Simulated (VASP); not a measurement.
Input of a VASP 6.6.1 run:

Contents of INCAR:

```
PREC = Accurate ; ENCUT = 400
EDIFF = 1E-7 ; ISMEAR = 0
SIGMA = 0.02 ; LREAL = False
LASPH = True ; NELM = 60
ALGO = Normal ; ISIF = 3
LWAVE = False ; LCHARG = False
GGA = BO ; LUSE_VDW = True
AGGAC = 0.0 ; PARAM1 = 0.1833333333
PARAM2 = 0.22 ; IBRION = 2
NSW = 40 ; EDIFFG = -0.003
PSTRESS = 60
```

File KPOINTS:

```
Automatic mesh
0
Gamma
  12 12 6
```

POSCAR

```
HfS2
1.0
    3.6396641800      0.0000000000      0.0000000000
   -1.8198320900      3.1520416411      0.0000000000
    0.0000000000      0.0000000000      6.0555624700
Hf S
1 2
Direct
    0.0000000000      0.0000000000      0.0000000000
    0.6666666700      0.3333333300      0.7639520500
    0.3333333300      0.6666666700      0.2360479500
```

Potentials or basis: VASP PAW PBE potentials, release 64 (Hf_pv, S).

Run with:

```console
$ cat potpaw_PBE.64/Hf_pv/POTCAR potpaw_PBE.64/S/POTCAR > POTCAR
$ mpirun -np 1 vasp_std > vasp.out
```

Problem. What does it give for the band gap on the k mesh?

Solution. 0.45 eV, indirect (least direct gap 1.51 eV).

Problem. Predict the space group after relaxing (to 0.05 Å).

Solution. P-3m1 (No. 164).

Final structure:
```cif
data_structure
_symmetry_space_group_name_H-M 'P 1'
_symmetry_Int_Tables_number 1
_cell_length_a 3.5526
_cell_length_b 3.5526
_cell_length_c 5.4782
_cell_angle_alpha 90.000
_cell_angle_beta 90.000
_cell_angle_gamma 120.000
_cell_volume 59.88
loop_
_atom_site_label
_atom_site_type_symbol
_atom_site_fract_x
_atom_site_fract_y
_atom_site_fract_z
_atom_site_occupancy
Hf1 Hf 0.00000 0.00000 0.00000 1
S1 S 0.66667 0.33333 0.73278 1
S2 S 0.33333 0.66667 0.26722 1
```

Caveat: the cell is relaxed towards a set pressure, so the enthalpy falls and the energy may rise; spin-orbit coupling is left out, which moves the levels of the heavy elements. A k mesh can miss the band edges.
